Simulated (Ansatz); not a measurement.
## Property card for K

Theory: DFT PBE+D3(BJ), scalar-relativistic, plane waves, PAW in Ansatz.

Cutoff 420 eV; k points 10×10×6 on the computed 2-atom cell (Γ-centred); Gaussian smearing, width 0.10 eV; no spin polarisation.

The structure is relaxed at this level of theory with its symmetry kept. This form isn't the element's structure at ambient conditions.

It takes space group Cmcm (No. 63, orthorhombic). Conventional cell: a = 4.645 Å, b = 7.989 Å, c = 7.478 Å, α = 90.00°, β = 90.00°, γ = 90.00°.

```
Volume per atom                                   : 69.37 Å³
Kohn–Sham band gap                                : none (metal)
Density of states at the Fermi level              : 1.58 states/eV per cell
Löwdin character within 0.5 eV of the Fermi level : K 4s 86 %, unprojected 14 %
Bader charges (e)                                 : K (2 in the cell) 0.00
```

Cost: 1 run of about 0.84 core-minutes, on Arm Neoverse V2 (shared hosts).